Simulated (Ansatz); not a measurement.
# HfB2: pressure against volume

Aim: scale the cell of HfB2 up and down at fixed shape and fractional positions, and get the equilibrium volume and bulk modulus with LAPW, PAW and all-electron datasets made for the crystal.

Method: DFT PBE, scalar-relativistic, in Ansatz 0.2.0.

### 1 The starting structure

The structure is hexagonal, space group P6/mmm (No. 191). Conventional cell: a = 3.140 Å, b = 3.140 Å, c = 3.480 Å, α = 90.00°, β = 90.00°, γ = 120.00°. Hf (site symmetry 6/mmm) is surrounded by 12 B at 2.51 Å. B (site symmetry -6m2) has 3 B at 1.81 Å and 6 Hf at 2.51 Å as nearest neighbours.

Structure file:

```xyz
3
Lattice="3.1400 0.0000 0.0000 -1.5700 2.7193 0.0000 0.0000 0.0000 3.4800" Properties=species:S:1:pos:R:3 pbc="T T T"
Hf    0.0000    0.0000    0.0000
B     0.0000    1.8129    1.7400
B     1.5700    0.9064    1.7400
```

Atoms are numbered in the order of the input: Hf1, B2, B3.

### 2 Volume × 0.94, LAPW

input.yaml reads:

```yaml
crystal:
  lattice:
    - [3.0759004798, 0.0, 0.0]
    - [-1.53795024, 2.663807955, 0.0]
    - [0.0, 0.0, 3.4089596583]
  atoms:
    - { symbol: Hf, position: [0.0, 0.0, 0.0] }
    - { symbol: B, position: [0.3333333333, 0.6666666667, 0.5] }
    - { symbol: B, position: [0.6666666667, 0.3333333333, 0.5] }
kpoints:
  mp_grid: { grid: [13, 13, 11] }
  band_path:
    path:
      - [0.0, 0.0, 0.0]
      - [0.5, 0.0, 0.0]
      - [0.3333333333, 0.3333333333, 0.0]
      - [0.0, 0.0, 0.0]
      - [0.0, 0.0, 0.5]
      - [0.5, 0.0, 0.5]
      - [0.3333333333, 0.3333333333, 0.5]
      - [0.0, 0.0, 0.5]
      - [0.5, 0.0, 0.5]
    npoints: 5
scf:
  occupations: { method: fermi_dirac, width: 0.05 }
hamiltonian:
  xc: pbe
  pseudopotentials: { kind: all_electron, lapw: { basis_error: 0.0005 } }
output:
  forces: true
  stress: true
  eigenvalues: true
```

The run is started by

```sh
$ ansatz run input.yaml --threads 1 --pin off --max-ram 6144MiB --backend cpu --events-out ev --progress --plain --runs-dir out
```

The log of the run, cut to the lines that bear on the results:

```text
LAPW: plane waves up to 9.288 Å⁻¹, error target 5.0e-4 eV per atom; small_component_spin mean_spin; B in spheres of 0.888 Å, 5 of its electrons in bands, Dirac shells []; Hf in spheres of 1.365 Å, 42 of its electrons in bands, Dirac shells []
[...]
Pseudopotentials: kind: all_electron
Pseudopotential: Hf, LAPW, valence charge 42, Koelling and Harmon's equation, gaussian nucleus
Pseudopotential: B, LAPW, valence charge 5, Koelling and Harmon's equation, gaussian nucleus
Functional definition: PBE
[...]
Crystal: 3 atoms, lattice volume = 27.932 Å³
Basis set: ecut = 328.675667968615 eV, 389 PW (Γ), exchange–correlation at level 2
Bands: 32, of which v1, the nominal top of the filled ones, is band 26 counted from 1 (25 counted from 0)
Symmetry: 24 space group operations
Space group: P6/mmm (ITA 191), of the structure as read, at distance tolerance 3.0e-5 Å
k-points: 126 of 1859
[...]
SCF iter   1: F=—  HF=-411606.945625 eV  |F-HF|=—  |Δ(HF+E_count)|=         —  Δρ=8.18e-2  dr2=3.41e0  ethr=6.55e-3  ⟨swp⟩=2.0  Hψ=25093  notcnv=0
[...]
the basis was enlarged: its passes take 384.7 KiB over the memory plan, 1 of 1 planned eigensolver slots
[...]
SCF iter   9: F=-411605.539169 eV  HF=-411605.539169 eV  |F-HF|=1.05e-9  |Δ(HF+E_count)|=   9.24e-8  Δρ=1.21e-5  dr2=3.10e-8  ethr=1.15e-9  ⟨swp⟩=2.2  Hψ=11512  notcnv=0
[...]
NSCF: frozen V_eff on 41 k-points
SCF converged after 9 iterations
Free energy (F): -411605.539169 eV
[...]
E sigma→0 (E₀):  -411605.538453 eV
Entropy (-TS):   -0.001433 eV (-0.478 meV/atom)
Fermi energy:    22.336177 eV
[...]
--- Forces (eV/Å), atoms counted from 1 ---
  atom   1  Hf    -0.00000000    -0.00000000     0.00000000
  atom   2  B     -0.00000000    -0.00000000     0.00000000
  atom   3  B      0.00000000     0.00000000     0.00000000
[...]
--- Stress (GPa, compression-positive) ---
       19.842305      -0.000000       0.000000
       -0.000000      19.842305       0.000000
        0.000000       0.000000      17.954025
  P = ⅓ Tr σ = 19.2129 GPa (192.129 kbar)
--- Band table (eV; the first three rows and the last of 126) ---
[...]
```

Run time: 37 s. Hardware: 1 thread of Intel Xeon Platinum 8375C at 2.90GHz (Ice Lake), shared host; peak memory 0.56 GiB.

Result: pressure 19.21 GPa; no gap.

### 3 Volume × 0.94, PAW

input.yaml reads:

```yaml
crystal:
  lattice:
    - [3.0759004798, 0.0, 0.0]
    - [-1.53795024, 2.663807955, 0.0]
    - [0.0, 0.0, 3.4089596583]
  atoms:
    - { symbol: Hf, position: [0.0, 0.0, 0.0] }
    - { symbol: B, position: [0.3333333333, 0.6666666667, 0.5] }
    - { symbol: B, position: [0.6666666667, 0.3333333333, 0.5] }
kpoints:
  mp_grid: { grid: [13, 13, 11] }
scf:
  occupations: { method: fermi_dirac, width: 0.05 }
hamiltonian:
  xc: pbe
  pseudopotentials: { kind: paw }
output:
  forces: true
  stress: true
  eigenvalues: true
  efg: { contact_densities: true }
```

The run is started by

```sh
$ ansatz run input.yaml --threads 1 --pin off --max-ram 6144MiB --backend cpu --events-out ev --progress --plain --runs-dir out
```

The log of the run, cut to the lines that bear on the results:

```text
Hf: output.efg is read without spin–orbit coupling, which moves field gradients at and beside such atoms by some per cent and up to a factor of two; PAW files take it under magnetization.noncollinear and magnetization.spin_orbit
[...]
Pseudopotentials: kind: paw
Pseudopotential: Hf, paw, valence charge 26, recommended cutoff 420 eV (normal)
Pseudopotential: B, paw, valence charge 3, recommended cutoff 420 eV (normal)
[... 1 set-up line as earlier in the session ...]
[...]
Crystal: 3 atoms, lattice volume = 27.932 Å³
Basis set: ecut = 420 eV, 563 PW (Γ), exchange–correlation on 48×48×48 points (8 copies of the dense FFT grid, shifted against one another)
Bands: 20, of which v1, the nominal top of the filled ones, is band 16 counted from 1 (15 counted from 0)
[... 2 set-up lines as earlier in the session ...]
k-points: 126 of 1859
[...]
       19.768315      -0.000000       0.000000
        0.000000      19.768315       0.000000
        0.000000       0.000000      17.787504
  P = ⅓ Tr σ = 19.1080 GPa (191.080 kbar)
--- PAW observables at the nuclei: V_zz in 10²¹ V/m², potentials from the cell's mean, atoms counted from 1 ---
  atom   1  Hf V_zz =   +10.781743   η = 0.0000   by run symmetry: allowed
            electrostatic potential = -14185.931006 V   contact ρ = 7528560.997415 e/Å³
  atom   2  B  V_zz =    +0.036204   η = 0.0000   by run symmetry: allowed
            electrostatic potential = -337.858304 V   contact ρ = 486.090507 e/Å³
  atom   3  B  V_zz =    +0.036204   η = 0.0000   by run symmetry: allowed
            electrostatic potential = -337.858304 V   contact ρ = 486.090507 e/Å³
--- Band table (eV; the first three rows and the last of 126) ---
  k-point 0: bands = ["-39.7529", "-8.6743", "-8.1054", "-8.1054", "7.7213", "10.2857", "10.3023", "10.3257", "10.3257", "10.3277", "10.3277", "10.4363", "18.6470", "18.7748", "18.7748", "19.1183", "26.1315", "26.1315", "26.7863", "26.7863"]
[...]
```

It took 5.3 s on 1 thread of Intel Xeon Platinum 8375C at 2.90GHz (Ice Lake), shared host; peak memory 0.46 GiB.

This run gives: pressure 19.11 GPa; no gap; Vzz Hf1 10.78 (η = 0.00), B2 0.04 (η = 0.00) (10²¹ V/m²).

### 4 Volume × 0.94, crystal datasets

Changes to input.yaml since step 3:

```diff
@@ -15,3 +15,3 @@
   xc: pbe
-  pseudopotentials: { kind: paw }
+  pseudopotentials: { kind: all_electron, datasets: crystal }
 output:
```

The run is started by

```sh
$ ansatz run input.yaml --threads 1 --pin off --max-ram 6144MiB --backend cpu --events-out ev --progress --plain --runs-dir out
```

The log of the run, cut to the lines that bear on the results:

```text
[...]
Hf: output.efg is read without spin–orbit coupling, which moves field gradients at and beside such atoms by some per cent and up to a factor of two; PAW files take it under magnetization.noncollinear and magnetization.spin_orbit
[...]
[... 1 set-up line as earlier in the session ...]
Pseudopotential: Hf, paw, valence charge 26, recommended cutoff 420 eV (normal), Koelling and Harmon's equation, gaussian nucleus
Pseudopotential: B, paw, valence charge 3, recommended cutoff 420 eV (normal), Koelling and Harmon's equation, gaussian nucleus
[... 1 set-up line as earlier in the session ...]
[...]
Crystal: 3 atoms, lattice volume = 27.932 Å³
Basis set: ecut = 420 eV, 563 PW (Γ), exchange–correlation on 48×48×48 points (8 copies of the dense FFT grid, shifted against one another)
Bands: 20, of which v1, the nominal top of the filled ones, is band 16 counted from 1 (15 counted from 0)
[... 1 set-up line as earlier in the session ...]
[...]
       19.841534       0.000000       0.000000
       -0.000000      19.841534       0.000000
        0.000000       0.000000      17.954667
  P = ⅓ Tr σ = 19.2126 GPa (192.126 kbar)
--- PAW observables at the nuclei: V_zz in 10²¹ V/m², potentials from the cell's mean, atoms counted from 1 ---
  atom   1  Hf V_zz =   +11.278557   η = 0.0000   by run symmetry: allowed
            electrostatic potential = -14185.945734 V   contact ρ = 7525156.267342 e/Å³
  atom   2  B  V_zz =    +0.065457   η = 0.0000   by run symmetry: allowed
            electrostatic potential = -337.873269 V   contact ρ = 486.112834 e/Å³
  atom   3  B  V_zz =    +0.065457   η = 0.0000   by run symmetry: allowed
            electrostatic potential = -337.873269 V   contact ρ = 486.112834 e/Å³
--- Band table (eV; the first three rows and the last of 126) ---
  k-point 0: bands = ["-39.3379", "-8.2547", "-7.6901", "-7.6901", "8.1387", "10.7075", "10.7191", "10.7470", "10.7470", "10.7476", "10.7476", "10.8530", "19.0630", "19.1879", "19.1879", "19.5358", "26.5505", "26.5505"]
[...]
```

Run time: 31 s. Hardware: 1 thread of Intel Xeon Platinum 8375C at 2.90GHz (Ice Lake), shared host; peak memory 0.72 GiB.

Read from it: pressure 19.21 GPa; no gap; Vzz Hf1 11.28 (η = 0.00), B2 0.07 (η = 0.00) (10²¹ V/m²).

### 5 Volume × 0.98, LAPW

input.yaml reads:

```yaml
crystal:
  lattice:
    - [3.1189256393, 0.0, 0.0]
    - [-1.5594628197, 2.7010688362, 0.0]
    - [0.0, 0.0, 3.4566435916]
  atoms:
    - { symbol: Hf, position: [0.0, 0.0, 0.0] }
    - { symbol: B, position: [0.3333333333, 0.6666666667, 0.5] }
    - { symbol: B, position: [0.6666666667, 0.3333333333, 0.5] }
kpoints:
  mp_grid: { grid: [13, 13, 11] }
  band_path:
    path:
      - [0.0, 0.0, 0.0]
      - [0.5, 0.0, 0.0]
      - [0.3333333333, 0.3333333333, 0.0]
      - [0.0, 0.0, 0.0]
      - [0.0, 0.0, 0.5]
      - [0.5, 0.0, 0.5]
      - [0.3333333333, 0.3333333333, 0.5]
      - [0.0, 0.0, 0.5]
      - [0.5, 0.0, 0.5]
    npoints: 5
scf:
  occupations: { method: fermi_dirac, width: 0.05 }
hamiltonian:
  xc: pbe
  pseudopotentials: { kind: all_electron, lapw: { basis_error: 0.0005 } }
output:
  forces: true
  stress: true
  eigenvalues: true
```

The run is started by

```sh
$ ansatz run input.yaml --threads 1 --pin off --max-ram 6144MiB --backend cpu --events-out ev --progress --plain --runs-dir out
```

The log of the run, cut to the lines that bear on the results:

```text
LAPW: plane waves up to 9.155 Å⁻¹, error target 5.0e-4 eV per atom; small_component_spin mean_spin; B in spheres of 0.900 Å, 5 of its electrons in bands, Dirac shells []; Hf in spheres of 1.381 Å, 42 of its electrons in bands, Dirac shells []
[...]
[... 4 set-up lines as earlier in the session ...]
[...]
Crystal: 3 atoms, lattice volume = 29.120 Å³
Basis set: ecut = 319.32903136336864 eV, 389 PW (Γ), exchange–correlation at level 2
Bands: 32, of which v1, the nominal top of the filled ones, is band 26 counted from 1 (25 counted from 0)
[... 1 set-up line as earlier in the session ...]
Space group: P6/mmm (ITA 191), of the structure as read, at distance tolerance 3.1e-5 Å
k-points: 126 of 1859
[...]
the basis was enlarged: its passes take 389.1 KiB over the memory plan, 1 of 1 planned eigensolver slots
[...]
SCF iter   9: F=-411605.634107 eV  HF=-411605.634107 eV  |F-HF|=2.91e-10  |Δ(HF+E_count)|=   1.01e-7  Δρ=1.19e-5  dr2=3.32e-8  ethr=1.22e-9  ⟨swp⟩=2.2  Hψ=11503  notcnv=0
[...]
NSCF: frozen V_eff on 41 k-points
SCF converged after 9 iterations
Free energy (F): -411605.634107 eV
[...]
E sigma→0 (E₀):  -411605.633325 eV
Entropy (-TS):   -0.001564 eV (-0.521 meV/atom)
Fermi energy:    21.426284 eV
[...]
--- Forces (eV/Å), atoms counted from 1 ---
  atom   1  Hf     0.00000000     0.00000000     0.00000000
  atom   2  B      0.00000000     0.00000000     0.00000000
  atom   3  B     -0.00000000    -0.00000000     0.00000000
[...]
--- Stress (GPa, compression-positive) ---
        6.973666      -0.000000       0.000000
       -0.000000       6.973666      -0.000000
        0.000000      -0.000000       6.422213
  P = ⅓ Tr σ = 6.7898 GPa (67.898 kbar)
--- Band table (eV; the first three rows and the last of 126) ---
[...]
```

Wall time 38 s (1 thread of Intel Xeon Platinum 8375C at 2.90GHz (Ice Lake), shared host); peak memory 0.57 GiB.

In short: pressure 6.79 GPa; no gap.

### 6 Volume × 0.98, PAW

input.yaml reads:

```yaml
crystal:
  lattice:
    - [3.1189256393, 0.0, 0.0]
    - [-1.5594628197, 2.7010688362, 0.0]
    - [0.0, 0.0, 3.4566435916]
  atoms:
    - { symbol: Hf, position: [0.0, 0.0, 0.0] }
    - { symbol: B, position: [0.3333333333, 0.6666666667, 0.5] }
    - { symbol: B, position: [0.6666666667, 0.3333333333, 0.5] }
kpoints:
  mp_grid: { grid: [13, 13, 11] }
scf:
  occupations: { method: fermi_dirac, width: 0.05 }
hamiltonian:
  xc: pbe
  pseudopotentials: { kind: paw }
output:
  forces: true
  stress: true
  eigenvalues: true
  efg: { contact_densities: true }
```

The run is started by

```sh
$ ansatz run input.yaml --threads 1 --pin off --max-ram 6144MiB --backend cpu --events-out ev --progress --plain --runs-dir out
```

The log of the run, cut to the lines that bear on the results:

```text
Hf: output.efg is read without spin–orbit coupling, which moves field gradients at and beside such atoms by some per cent and up to a factor of two; PAW files take it under magnetization.noncollinear and magnetization.spin_orbit
[...]
[... 4 set-up lines as earlier in the session ...]
[...]
Crystal: 3 atoms, lattice volume = 29.120 Å³
Basis set: ecut = 420 eV, 563 PW (Γ), exchange–correlation on 48×48×48 points (8 copies of the dense FFT grid, shifted against one another)
Bands: 20, of which v1, the nominal top of the filled ones, is band 16 counted from 1 (15 counted from 0)
[... 2 set-up lines as earlier in the session ...]
k-points: 126 of 1859
[...]
        6.912854      -0.000000       0.000000
       -0.000000       6.912854      -0.000000
        0.000000      -0.000000       6.273370
  P = ⅓ Tr σ = 6.6997 GPa (66.997 kbar)
--- PAW observables at the nuclei: V_zz in 10²¹ V/m², potentials from the cell's mean, atoms counted from 1 ---
  atom   1  Hf V_zz =   +10.616407   η = 0.0000   by run symmetry: allowed
            electrostatic potential = -14184.842773 V   contact ρ = 7528552.503905 e/Å³
  atom   2  B  V_zz =    +0.040243   η = 0.0000   by run symmetry: allowed
            electrostatic potential = -336.714811 V   contact ρ = 486.004535 e/Å³
  atom   3  B  V_zz =    +0.040243   η = 0.0000   by run symmetry: allowed
            electrostatic potential = -336.714811 V   contact ρ = 486.004535 e/Å³
--- Band table (eV; the first three rows and the last of 126) ---
  k-point 0: bands = ["-40.7838", "-9.6695", "-9.1594", "-9.1594", "7.0661", "9.2451", "9.2646", "9.2800", "9.2800", "9.2832", "9.2832", "9.3819", "17.8677", "17.9757", "17.9757", "18.1998", "25.0337", "25.0337", "25.6706", "25.6706"]
[...]
```

Run time: 5.3 s. Hardware: 1 thread of Intel Xeon Platinum 8375C at 2.90GHz (Ice Lake), shared host; peak memory 0.46 GiB.

Read from it: pressure 6.70 GPa; no gap; Vzz Hf1 10.62 (η = 0.00), B2 0.04 (η = 0.00) (10²¹ V/m²).

### 7 Volume × 0.98, crystal datasets

Changes to input.yaml since step 6:

```diff
@@ -15,3 +15,3 @@
   xc: pbe
-  pseudopotentials: { kind: paw }
+  pseudopotentials: { kind: all_electron, datasets: crystal }
 output:
```

The run is started by

```sh
$ ansatz run input.yaml --threads 1 --pin off --max-ram 6144MiB --backend cpu --events-out ev --progress --plain --runs-dir out
```

The log of the run, cut to the lines that bear on the results:

```text
[...]
Hf: output.efg is read without spin–orbit coupling, which moves field gradients at and beside such atoms by some per cent and up to a factor of two; PAW files take it under magnetization.noncollinear and magnetization.spin_orbit
[...]
[... 1 set-up line as earlier in the session ...]
Pseudopotential: Hf, paw, valence charge 26, recommended cutoff 400 eV (normal), Koelling and Harmon's equation, gaussian nucleus
Pseudopotential: B, paw, valence charge 3, recommended cutoff 400 eV (normal), Koelling and Harmon's equation, gaussian nucleus
[... 1 set-up line as earlier in the session ...]
[...]
Crystal: 3 atoms, lattice volume = 29.120 Å³
Basis set: ecut = 400 eV, 539 PW (Γ), exchange–correlation on 48×48×48 points (8 copies of the dense FFT grid, shifted against one another)
Bands: 20, of which v1, the nominal top of the filled ones, is band 16 counted from 1 (15 counted from 0)
[... 1 set-up line as earlier in the session ...]
[...]
--- Stress (GPa, compression-positive) ---
        6.973415       0.000000       0.000000
       -0.000000       6.973415      -0.000000
        0.000000      -0.000000       6.424177
  P = ⅓ Tr σ = 6.7903 GPa (67.903 kbar)
--- PAW observables at the nuclei: V_zz in 10²¹ V/m², potentials from the cell's mean, atoms counted from 1 ---
  atom   1  Hf V_zz =   +11.029098   η = 0.0000   by run symmetry: allowed
            electrostatic potential = -14184.848930 V   contact ρ = 7525147.807029 e/Å³
  atom   2  B  V_zz =    +0.067696   η = 0.0000   by run symmetry: allowed
            electrostatic potential = -336.753022 V   contact ρ = 486.026790 e/Å³
  atom   3  B  V_zz =    +0.067696   η = 0.0000   by run symmetry: allowed
            electrostatic potential = -336.753022 V   contact ρ = 486.026790 e/Å³
--- Band table (eV; the first three rows and the last of 126) ---
  k-point 0: bands = ["-40.3877", "-9.2684", "-8.7626", "-8.7626", "7.4655", "9.6464", "9.6609", "9.6807", "9.6807", "9.6826", "9.6826", "9.7781", "18.2657", "18.3709", "18.3709", "18.5988", "25.4344", "25.4344"]
[...]
```

Run time: 33 s. Hardware: 1 thread of Intel Xeon Platinum 8375C at 2.90GHz (Ice Lake), shared host; peak memory 0.7 GiB.

Result: pressure 6.79 GPa; no gap; Vzz Hf1 11.03 (η = 0.00), B2 0.07 (η = 0.00) (10²¹ V/m²).

### 8 Volume × 1.01, LAPW

input.yaml reads:

```yaml
crystal:
  lattice:
    - [3.1504320712, 0.0, 0.0]
    - [-1.5752160356, 2.7283542065, 0.0]
    - [0.0, 0.0, 3.4915615467]
  atoms:
    - { symbol: Hf, position: [0.0, 0.0, 0.0] }
    - { symbol: B, position: [0.3333333333, 0.6666666667, 0.5] }
    - { symbol: B, position: [0.6666666667, 0.3333333333, 0.5] }
kpoints:
  mp_grid: { grid: [13, 13, 11] }
  band_path:
    path:
      - [0.0, 0.0, 0.0]
      - [0.5, 0.0, 0.0]
      - [0.3333333333, 0.3333333333, 0.0]
      - [0.0, 0.0, 0.0]
      - [0.0, 0.0, 0.5]
      - [0.5, 0.0, 0.5]
      - [0.3333333333, 0.3333333333, 0.5]
      - [0.0, 0.0, 0.5]
      - [0.5, 0.0, 0.5]
    npoints: 5
scf:
  occupations: { method: fermi_dirac, width: 0.05 }
hamiltonian:
  xc: pbe
  pseudopotentials: { kind: all_electron, lapw: { basis_error: 0.0005 } }
output:
  forces: true
  stress: true
  eigenvalues: true
```

The run is started by

```sh
$ ansatz run input.yaml --threads 1 --pin off --max-ram 6144MiB --backend cpu --events-out ev --progress --plain --runs-dir out
```

The log of the run, cut to the lines that bear on the results:

```text
LAPW: plane waves up to 9.061 Å⁻¹, error target 5.0e-4 eV per atom; small_component_spin mean_spin; B in spheres of 0.909 Å, 5 of its electrons in bands, Dirac shells []; Hf in spheres of 1.392 Å, 42 of its electrons in bands, Dirac shells []
[...]
[... 4 set-up lines as earlier in the session ...]
[...]
Crystal: 3 atoms, lattice volume = 30.012 Å³
Basis set: ecut = 312.7891417196819 eV, 389 PW (Γ), exchange–correlation at level 2
Bands: 32, of which v1, the nominal top of the filled ones, is band 26 counted from 1 (25 counted from 0)
[... 2 set-up lines as earlier in the session ...]
k-points: 126 of 1859
[...]
the basis was enlarged: its passes take 390.3 KiB over the memory plan, 1 of 1 planned eigensolver slots
[...]
SCF iter   9: F=-411605.649495 eV  HF=-411605.649495 eV  |F-HF|=2.91e-10  |Δ(HF+E_count)|=   1.09e-7  Δρ=1.17e-5  dr2=3.49e-8  ethr=1.27e-9  ⟨swp⟩=2.2  Hψ=11502  notcnv=0
[...]
NSCF: frozen V_eff on 41 k-points
SCF converged after 9 iterations
Free energy (F): -411605.649495 eV
[...]
E sigma→0 (E₀):  -411605.648664 eV
Entropy (-TS):   -0.001661 eV (-0.554 meV/atom)
Fermi energy:    20.786228 eV
[...]
--- Forces (eV/Å), atoms counted from 1 ---
  atom   1  Hf     0.00000000    -0.00000000     0.00000000
  atom   2  B      0.00000000    -0.00000000    -0.00000000
  atom   3  B     -0.00000000     0.00000000     0.00000000
[...]
--- Stress (GPa, compression-positive) ---
       -1.191860       0.000000      -0.000000
        0.000000      -1.191860      -0.000000
       -0.000000      -0.000000      -0.808239
  P = ⅓ Tr σ = -1.0640 GPa (-10.640 kbar)
--- Band table (eV; the first three rows and the last of 126) ---
[...]
```

It took 36 s on 1 thread of Intel Xeon Platinum 8375C at 2.90GHz (Ice Lake), shared host; peak memory 0.59 GiB.

Read from it: pressure -1.06 GPa; no gap.

[end of part 1 of 2]
